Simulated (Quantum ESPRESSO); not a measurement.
A calculation with Quantum ESPRESSO 7.5 of Hf (ASE script, Cartesian positions):

The input run.py:

```python
import numpy as np
from ase.calculators.espresso import Espresso, EspressoProfile
from ase.io import read

atoms = read('Hf.xyz')

input_data = {
    'control': {'calculation': 'scf', 'prefix': 'pwscf', 'outdir': './tmp', 'tprnfor': True, 'tstress': True, 'disk_io': 'nowf'},
    'system': {'ecutwfc': 45.0, 'ecutrho': 360.0, 'nbnd': 26, 'occupations': 'smearing', 'smearing': 'fd', 'degauss': 0.00367493},
    'electrons': {'conv_thr': 6e-10, 'electron_maxstep': 120, 'mixing_beta': 0.5},
}
pseudopotentials = {'Hf': 'hf_pbesol_v1.uspp.F.UPF'}
profile = EspressoProfile(command='mpirun -n 2 pw.x -nk 2', pseudo_dir='pseudo')
dft = Espresso(profile=profile, input_data=input_data, pseudopotentials=pseudopotentials, kpts=(6, 6, 9), koffset=(0, 0, 0))
atoms.calc = dft

print(f'energy {atoms.get_potential_energy():.8f} eV')
print('forces (eV/A)')
print(np.round(atoms.get_forces(), 6))
print('stress (eV/A^3, Voigt)')
print(np.round(atoms.get_stress(), 8))
print(f'Fermi level {dft.get_fermi_level():.4f} eV')
```

Hf.xyz

```xyz
3
Lattice="4.9623295440 0.0000000000 0.0000000000 -2.4811647720 4.2975034470 0.0000000000 0.0000000000 0.0000000000 3.0862322500" Properties=species:S:1:pos:R:3 pbc="T T T"
Hf     0.0000000000      0.0000000000      0.0000000000
Hf    -0.0000000002      2.8650022981      1.5431161250
Hf     2.4811647722      1.4325011489      1.5431161250
```

Potentials or basis: GBRV 1.5 PBEsol.

Launch:

```console
$ OMP_NUM_THREADS=1 python run.py
```

This isn't the form of Hf at room conditions, which is hcp.

Problem. Write the same calculation in another form: native input, structure typed inline.

Solution. As run:

The input pw.in:

```
&CONTROL
  calculation = 'scf'
  prefix = 'pwscf'
  outdir = './tmp'
  pseudo_dir = './pseudo'
  tprnfor = .true.
  tstress = .true.
  disk_io = 'low'
/
&SYSTEM
  ibrav = 0
  celldm(1) = 8
  nat = 3
  ntyp = 1
  ecutwfc = 45
  ecutrho = 360
  nbnd = 26
  occupations = 'smearing'
  smearing = 'fd'
  degauss = 0.00367493
/
&ELECTRONS
  conv_thr = 6d-10
  electron_maxstep = 120
  mixing_beta = 0.5
/
ATOMIC_SPECIES
Hf   178.4900 hf_pbesol_v1.uspp.F.UPF
CELL_PARAMETERS alat
  1.1721804722874   0.0000000000000   0.0000000000000
 -0.5860902361437   1.0151380668081   0.0000000000000
  0.0000000000000   0.0000000000000   0.7290167136859
ATOMIC_POSITIONS crystal
Hf     0.0000000000    0.0000000000    0.0000000000
Hf     0.3333333333    0.6666666667    0.5000000000
Hf     0.6666666667    0.3333333333    0.5000000000
K_POINTS automatic
6 6 9 0 0 0
```

pp_density.in

```
&INPUTPP
  prefix = 'pwscf'
  outdir = './tmp'
  filplot = 'density.dat'
  plot_num = 0
/
&PLOT
  nfile = 1
  filepp(1) = 'density.dat'
  iflag = 3
  output_format = 6
  fileout = 'density.cube'
/
```

Contents of pp_potential.in:

```
&INPUTPP
  prefix = 'pwscf'
  outdir = './tmp'
  filplot = 'potential.dat'
  plot_num = 11
/
&PLOT
  nfile = 1
  filepp(1) = 'potential.dat'
  iflag = 3
  output_format = 6
  fileout = 'potential.cube'
/
```

Potentials or basis: GBRV 1.5 PBEsol.

The run is started by

```console
$ OMP_NUM_THREADS=1 mpirun -n 2 pw.x -nk 2 -in pw.in > pw.out
$ OMP_NUM_THREADS=1 mpirun -n 1 pp.x -in pp_density.in > pp_density.out
$ OMP_NUM_THREADS=1 mpirun -n 1 pp.x -in pp_potential.in > pp_potential.out
```

Both were run:

|  | ASE script, Cartesian positions | native input, structure typed inline |
| --- | --- | --- |
| Pressure | -2.6 GPa | -2.6 GPa |
| Band gap on the k mesh | none (metal or under the smearing width) | none (metal or under the smearing width) |

Keys that steer only the numerical path or the files written may differ.
